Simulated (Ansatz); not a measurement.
# CsPbCl3 (model cell, started as cubic perovskite with Pb in the octahedra): following an unstable mode, part 2 of 2

Aim: this structure of CsPbCl3 (model cell, started as cubic perovskite with Pb in the octahedra) is to be tested for unstable modes, and one is followed downhill.

Ansatz 0.2.0; DFT PBEsol, scalar-relativistic, plane waves, PAW; PAW set soft_1.

So far, highest frequency on the path or at a solved wavevector (cm⁻¹): step 2 (phonons on a q mesh) 263. Also lowest frequency on the path (cm⁻¹): step 2 -47.9.

## Step 6: Relaxing from the distorted cell

Starting from the lowest point found, all atoms and the cell are let go, so that strain and other modes of the same symmetry can join in.

File input.yaml:

```yaml
crystal:
  lattice:
    - [5.6185982474, 5.6185982474, 0.0]
    - [5.6185982474, 0.0, 5.6185982474]
    - [5.6185982474, 0.0, -5.6185982474]
  atoms:
    - { symbol: Cs, position: [0.0, 0.0, 0.0] }
    - { symbol: Cs, position: [0.0, 0.5, 0.5] }
    - { symbol: Pb, position: [0.5, 0.25, 0.75] }
    - { symbol: Pb, position: [0.5, 0.75, 0.25] }
    - { symbol: Cl, position: [0.5755106612, -0.0755106612, -0.0755106612] }
    - { symbol: Cl, position: [0.4244893388, 0.5755106612, 0.5755106612] }
    - { symbol: Cl, position: [0.0, 0.4622446694, 0.0377553306] }
    - { symbol: Cl, position: [0.0, 0.0377553306, 0.4622446694] }
    - { symbol: Cl, position: [0.5, 0.0377553306, 0.4622446694] }
    - { symbol: Cl, position: [0.5, 0.4622446694, 0.0377553306] }
kpoints:
  mp_grid: { grid: [6, 6, 6] }
hamiltonian:
  xc: pbesol
  pseudopotentials: { kind: paw, azcp: { folder: soft_1 }, xc_functional: pbe }
scf:
  occupations: { method: fixed }
output:
  forces: true
  stress: true
  eigenvalues: true
relax:
  adjacent_minimum: "off"
  f_tol: 0.002
  max_steps: 120
  cell: { stress_tol: 0.03 }
```

Launch:

```
$ ansatz run input.yaml --threads 4 --pin off --max-ram 16384MiB --backend cpu --events-out ev --progress --plain --runs-dir out
```

Numbers of over 12 decimals in the logs are rounded to 6 here.

The log of the run:

```text
[...]
Crystal: 10 atoms, lattice volume = 354.743 Å³
Basis set: ecut = 420 eV, 6879 PW (Γ), exchange–correlation on 108×108×108 points (8 copies of the dense FFT grid, shifted against one another)
Bands: 54, of which v1, the nominal top of the filled ones, is band 44 counted from 1 (43 counted from 0)
Symmetry: 8 space group operations
[...]
k-points: 46 of 216
[...]
SCF iter   1: F=—  HF=-41068.519969 eV  |F-HF|=—  |Δ(HF+E_count)|=         —  Δρ=2.47e-2  dr2=5.11e0  ethr=3.10e-3  ⟨swp⟩=6.2  Hψ=9541  notcnv=0  defer=315
[...]
SCF iter   8: F=-41066.065800 eV  HF=-41066.065800 eV  |F-HF|=1.61e-8  |Δ(HF+E_count)|=   8.63e-8  Δρ=1.96e-6  dr2=1.84e-8  ethr=1.14e-10  ⟨swp⟩=19.3  Hψ=17850  notcnv=0
SCF 1 converged in 8 iterations: F = -41066.065800 eV  dr2 = 1.84e-8
[...]
relax step   1: F+E_penalty+E_count = -41066.06579975 eV  Δ(F+E_penalty+E_count) = +0.000e0 eV  max|allowed force component| = 8.669e-2 eV/Å  Δτ_max = 0.0000 Å  P = -0.466 GPa  Ω = 354.743 Å³  (8 SCF iters, dr2 threshold 1.00e-7 eV, accepted)
Crystal: 10 atoms, lattice volume = 349.908 Å³
Basis set: ecut = 420 eV, 6855 PW (Γ), exchange–correlation on 108×108×108 points (8 copies of the dense FFT grid, shifted against one another)
[...]
iter 1 solved again at ethr=4.21e-6 eV; its pass at ethr=3.10e-3 eV (dr2=3.71e-3 eV) is discarded
[...]
SCF iter   5: F=-41066.087566 eV  HF=-41066.087566 eV  |F-HF|=3.06e-7  |Δ(HF+E_count)|=   5.32e-7  Δρ=7.92e-6  dr2=2.51e-7  ethr=1.14e-9  ⟨swp⟩=16.5  Hψ=16759  notcnv=0
SCF 2 converged in 5 iterations: F = -41066.087566 eV  dr2 = 2.51e-7
relax step   2: F+E_penalty+E_count = -41066.08756607 eV  Δ(F+E_penalty+E_count) = -2.177e-2 eV  max|allowed force component| = 6.125e-2 eV/Å  Δτ_max = 0.0201 Å  P = -0.162 GPa  Ω = 349.908 Å³  energy of the carried Pulay correction = +2.290e-4 eV  (5 SCF iters, dr2 threshold 1.00e-6 eV, accepted)
Crystal: 10 atoms, lattice volume = 346.282 Å³
Basis set: ecut = 420 eV, 6755 PW (Γ), exchange–correlation on 108×108×108 points (8 copies of the dense FFT grid, shifted against one another)
[...]
SCF iter   6: F=-41066.101820 eV  HF=-41066.101820 eV  |F-HF|=1.26e-8  |Δ(HF+E_count)|=   1.58e-6  Δρ=5.31e-6  dr2=1.33e-7  ethr=2.80e-10  ⟨swp⟩=17.2  Hψ=16516  notcnv=0
SCF 3 converged in 6 iterations: F = -41066.101820 eV  dr2 = 1.33e-7
[...]
relax step   3: F+E_penalty+E_count = -41066.10181952 eV  Δ(F+E_penalty+E_count) = -1.425e-2 eV  max|allowed force component| = 2.325e-2 eV/Å  Δτ_max = 0.0601 Å  P = +0.044 GPa  Ω = 346.282 Å³  energy of the carried Pulay correction = +4.042e-4 eV  (6 SCF iters, dr2 threshold 2.47e-7 eV, accepted)
[...]
relax step   4: F+E_penalty+E_count = -41066.10503752 eV  Δ(F+E_penalty+E_count) = -3.218e-3 eV  max|allowed force component| = 6.879e-3 eV/Å  Δτ_max = 0.0493 Å  P = +0.002 GPa  Ω = 345.706 Å³  energy of the carried Pulay correction = +4.323e-4 eV  (6 SCF iters, dr2 threshold 3.38e-8 eV, accepted)
[...]
relax step   5: F+E_penalty+E_count = -41066.10517536 eV  Δ(F+E_penalty+E_count) = -1.378e-4 eV  max|allowed force component| = 7.759e-4 eV/Å  Δτ_max = 0.0066 Å  P = +0.002 GPa  Ω = 345.826 Å³  energy of the carried Pulay correction = +4.264e-4 eV  (6 SCF iters, dr2 threshold 2.96e-9 eV, accepted)
[...]
SCF iter   4: F=-41066.104762 eV  HF=-41066.104762 eV  |F-HF|=4.37e-11  |Δ(HF+E_count)|=   2.27e-8  Δρ=8.64e-8  dr2=1.33e-11  ethr=1.00e-12  ⟨swp⟩=18.6  Hψ=20383  notcnv=0
SCF 6 converged in 4 iterations: F = -41066.104762 eV  dr2 = 1.33e-11
relax step   6: F+E_penalty+E_count = -41066.10476223 eV  Δ(F+E_penalty+E_count) = +4.131e-4 eV  max|allowed force component| = 7.722e-4 eV/Å  Δτ_max = 0.0000 Å  P = +0.001 GPa  Ω = 345.826 Å³  stress off target by 2.19e-3 GPa  SCF on the basis re-selected at this cell (its energy is not comparable with the rows above)  (4 SCF iters)
basis re-selected at this cell: Δ(F+E_penalty+E_count) = +4.131e-4 eV, ΔP = -0.000 GPa vs the last step (what re-selecting the basis moved, of the pressure what is left beyond the Pulay correction that the steps carried, after the strain that the cell walked since its last selection, with what the two solves' SCF thresholds leave and, on support functions, any second-order correction that the steps lacked; it is no m [...]
SCF converged after 4 iterations
Free energy (F): -41066.104762 eV
[...]
Internal energy: -41066.104762 eV  (E = F + TS)
E sigma→0 (E₀):  -41066.104762 eV
Fermi energy:    3.742312 eV
[...]
--- Forces (eV/Å), atoms counted from 1 ---
  atom   1  Cs    -0.00024978     0.00024978     0.00000000
  atom   2  Cs     0.00024978    -0.00024978     0.00000000
  atom   3  Pb    -0.00000000     0.00000000    -0.00000000
  atom   4  Pb     0.00000000     0.00000000     0.00000000
  atom   5  Cl     0.00077215    -0.00077215     0.00000000
  atom   6  Cl    -0.00077215     0.00077215     0.00000000
  atom   7  Cl     0.00000000     0.00000000    -0.00001499
  atom   8  Cl     0.00000000     0.00000000     0.00001499
  atom   9  Cl    -0.00000000    -0.00000000     0.00001499
  atom  10  Cl     0.00000000     0.00000000    -0.00001499
  max |Σ_I F_I| component: 1.08e-19 eV/Å
--- Stress (GPa, compression-positive) ---
        0.001979       0.000212      -0.000000
        0.000212       0.001979       0.000000
       -0.000000       0.000000      -0.000486
  P = ⅓ Tr σ = 0.0012 GPa (0.012 kbar)
--- Band table (eV; the first three rows and the last of 46) ---
  k-point 0: bands = [... 40 lower, 1.7822, 1.8239, 1.8946, 3.7423, 5.9572, 5.9887, 6.0547, 7.6798, ... 6 higher]
  k-point 1: bands = [... 40 lower, 1.7767, 1.8091, 1.9199, 3.3823, 6.1857, 6.2617, 6.3722, 7.8747, ... 6 higher]
  k-point 2: bands = [... 40 lower, 1.7382, 1.7812, 1.9475, 2.6827, 6.7823, 6.8640, 7.1129, 8.2420, ... 6 higher]
  k-point 45: bands = [... 40 lower, 1.6233, 1.7708, 2.4252, 2.7263, 6.5069, 6.6858, 7.2077, 8.4110, ... 6 higher]
--- Relaxed structure (5 steps of the walk, 5 accepted, 1 SCFs on fresh bases) ---
  F+E_penalty+E_count = -41066.10476223 eV   max|allowed force component| = 7.722e-4 eV/Å   (the final SCF, on the basis selected at the relaxed cell)
  cell:  # Å, volume = 345.8263 Å³
    - [5.527396, 5.527396, 0.0]
    - [5.590533, -0.063137, 5.533208]
    - [5.590533, -0.063137, -5.533208]
  atoms:
    - { symbol: Cs, position: [-0.011669, 0.011669, 0.011669] }
    - { symbol: Cs, position: [0.011669, 0.488331, 0.488331] }
    - { symbol: Pb, position: [0.5, 0.250000, 0.750000] }
    - { symbol: Pb, position: [0.5, 0.750000, 0.250000] }
    - { symbol: Cl, position: [0.581306, -0.081306, -0.081306] }
    - { symbol: Cl, position: [0.418694, 0.581306, 0.581306] }
    - { symbol: Cl, position: [0.0, 0.454513, 0.045487] }
    - { symbol: Cl, position: [0.0, 0.045487, 0.454513] }
    - { symbol: Cl, position: [0.5, 0.045487, 0.454513] }
    - { symbol: Cl, position: [0.5, 0.454513, 0.045487] }
```

The job ended after 1.7 min (4 threads of Intel Xeon Platinum 8375C at 2.90GHz (Ice Lake), shared host; peak memory 1.2 GiB; 6.5 min of CPU time).

Relaxation path:

```tsv
step	energy less that of the first step (eV)	largest force component (eV/Å)	pressure (GPa)	volume (Å³)
1	0.0000	0.0867	-0.47	354.74
2	-0.0218	0.0613	-0.16	349.91
3	-0.0360	0.0232	0.04	346.28
4	-0.0392	0.0069	0.00	345.71
5	-0.0394	0.0008	0.00	345.83
6*	-0.0390	0.0008	0.00	345.83
```

Relaxation steps marked * repeat the geometry before them on a plane-wave basis chosen anew for their cell, so energy and pressure can jump there.

The run keeps the 8 symmetry operations that it works with, so distortions that break them were not tested.

```tsv
conventional cell, symmetrised	before	after	change
a (Å)	7.946	7.817	-1.6 %
b (Å)	11.237	11.066	-1.5 %
c (Å)	7.946	7.995	+0.6 %
volume (Å³/atom)	35.47	34.58	-2.5 %
```

The atoms that moved most (Å, as changes of fractional coordinates times the final cell):

```tsv
atom	dx	dy	dz	length
Cs2	-0.066	0.066	0.000	0.093
Cs1	0.066	-0.066	0.000	0.093
Cl8	0.000	0.000	0.086	0.086
Cl10	0.000	0.000	-0.086	0.086
Cl9	0.000	0.000	0.086	0.086
Cl7	0.000	0.000	-0.086	0.086
Cl6	0.033	-0.033	0.000	0.046
Cl5	-0.033	0.033	0.000	0.046
```

This step gave:

```
pressure          : 0.001158 GPa
gap on the k-mesh : 2.215 eV
volume per atom   : 34.58 Å³
```

The distorted start has space group Imma; the relaxation ends in Imma.

## Step 7: The new phase in its own primitive cell

The relaxed structure is symmetrised, reduced to its primitive cell and relaxed tightly, as its phonons need.

input.yaml, the sections that differ from step 6:

```yaml
crystal:
  lattice:
    - [-3.9084588668, 5.5332084779, 3.9977482466]
    - [3.9084588668, -5.5332084779, 3.9977482466]
    - [3.9084588668, 5.5332084779, -3.9977482466]
  atoms:
    - { symbol: Cs, position: [0.7616689035, 0.0116689035, 0.75] }
    - { symbol: Cs, position: [0.2383310965, 0.9883310965, 0.25] }
    - { symbol: Pb, position: [0.0, 0.5, 0.5] }
    - { symbol: Pb, position: [0.5, 0.5, 0.0] }
    - { symbol: Cl, position: [0.6686944443, 0.4186944443, 0.25] }
    - { symbol: Cl, position: [0.3313055557, 0.5813055557, 0.75] }
    - { symbol: Cl, position: [0.2045125036, 0.5, 0.2045125036] }
    - { symbol: Cl, position: [0.7954874964, 0.5, 0.7954874964] }
    - { symbol: Cl, position: [0.7954874964, 0.0, 0.2954874964] }
    - { symbol: Cl, position: [0.2045125036, 0.0, 0.7045125036] }
relax:
  adjacent_minimum: "off"
  f_tol: 0.001
  max_steps: 60
  cell: { stress_tol: 0.01 }
# kpoints, hamiltonian, scf, output: as in step 6
```

The log of the run:

```text
[...]
Crystal: 10 atoms, lattice volume = 345.826 Å³
Basis set: ecut = 420 eV, 6759 PW (Γ), exchange–correlation on 108×108×108 points (8 copies of the dense FFT grid, shifted against one another)
Bands: 54, of which v1, the nominal top of the filled ones, is band 44 counted from 1 (43 counted from 0)
Symmetry: 8 space group operations
[...]
k-points: 46 of 216
[...]
- { symbol: Pb, position: [0, 0.5, 0.5] }
    - { symbol: Pb, position: [0.500000, 0.500000, 0] }
    - { symbol: Cl, position: [0.668778, 0.418778, 0.250000] }
    - { symbol: Cl, position: [0.331222, 0.581222, 0.75] }
    - { symbol: Cl, position: [0.204499, 0.5, 0.204499] }
    - { symbol: Cl, position: [0.795501, 0.5, 0.795501] }
    - { symbol: Cl, position: [0.795501, 5.551115123125783e-17, 0.295501] }
    - { symbol: Cl, position: [0.204499, 2.7755575615628914e-17, 0.704499] }
[key lines of the parts left out:]
SCF converged after 5 iterations
Free energy (F): -41066.104763 eV
Fermi energy:    3.742115 eV
P = ⅓ Tr σ = 0.0006 GPa (0.006 kbar)
```

Run time: 48 s. Hardware: 4 threads; peak memory 1.2 GiB.

Little changed from the start: no atom moved by 0.005 Å and no cell edge by 0.1 %.

Numbers from this step:

```yaml
pressure: 5.61e-4 GPa
direct_gap_on_mesh: 2.215 eV
```

The largest force component left is 0.34 meV/Å and the pressure is 0.001 GPa, within the tolerances set. The cell now holds 34.58 Å³/atom.

## Step 8: Summary of results

```json
{"unstable mode of the parent": "q = (-0.5, -0.5, -0.5), 48i cm⁻¹", "depth at the lowest point sampled": "10.1 meV/atom", "largest atomic shift at that point": "0.6 Å", "space group reached (within 0.01 Å)": "Imma", "energy gained over the parent (first relaxation, on the mesh of the frozen mode)": "14.0 meV/atom", "volume per atom, phase reached": "34.6 Å³", "gap on the k-mesh, phase reached": "2.21 eV"}
```

In words: Along this mode the structure falls into Imma, 14.0 meV/atom below the parent. At the parent's cell the well is 10.12 meV/atom deep on the steps tried, with its lowest point at a shift of 0.6 Å. That is the last step tried, so the steps alone don't bracket the bottom of the well. Relaxing atoms and cell changes the gain by +3.90 meV/atom against the lowest step (energies at zero smearing). The modes of the phase reached were not computed on this path. Of the 4 patterns followed to their end from this parent, this one ends 0.503 meV/atom above the lowest, I4/mcm. Another end point lies within 1 meV/atom; how such a difference moves with mesh and cutoff was not tested. Each path keeps the symmetry of its pattern, so a lower phase may lie along a pattern not tried. Spin-orbit coupling is left out, which can matter for the heavy elements here. The PAW files were made for PBE and serve the other functionals too. The starting cell was built on a prototype and not taken from a measurement, so the phase need not exist.

[Logs are printed without paths, hosts, clocks, repeated set-up lines and the standing remarks that a program may print on its own settings, such as how far it seeks lower states.]

[Hosts, paths, dates, database ids (printed as entryN), source tags and the programs' standing remarks are cut or masked in the printed files.]
